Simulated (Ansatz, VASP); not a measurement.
## Two plane-wave programs on Pt3Se2

```
Pt Se
1.0
     4.90204    0.00000    0.00000
     0.00000    4.90204    0.00000
     0.00000    0.00000    4.74376
Pt Se
3 2
Direct
  0.00000 0.00000 0.50000
  0.00000 0.50000 0.00000
  0.50000 0.00000 0.00000
  0.00000 0.50000 0.50000
  0.50000 0.00000 0.50000
```

Alike in both runs: functional PBE; k mesh 4 × 4 × 4; occupations gaussian, width 0.1 eV; no spin polarisation.

Ansatz relaxed the structure, and its values are those at the end. VASP's run is a single point on that final structure, the one shown.

|  | VASP | Ansatz |
| --- | --- | --- |
| version | VASP 6.6.1 | Ansatz 0.2.0 |
| potentials or method | VASP PAW PBE potentials, release 64 (Pt, Se) | scalar-relativistic, plane waves, PAW |
| plane-wave cutoff (eV) | 520 | 420 |
| valence electrons in the cell | 42 | 86 |

VASP gave:

```
gap on the k mesh at the Fermi level (eV) : none
pressure (GPa)                            : 0.2
```

Problem. Estimate Ansatz's values.

Solution. gap on the k mesh at the Fermi level (eV): none; pressure (GPa): 0.1.

A gap of «none» marks a metal or a gap that the smearing closes. The functional is the same, so the differences come from potentials, cutoffs and numerics. The two sets of potentials don't hold the same shells in valence.

Spin-orbit coupling is left out, which matters for the levels of Pt.
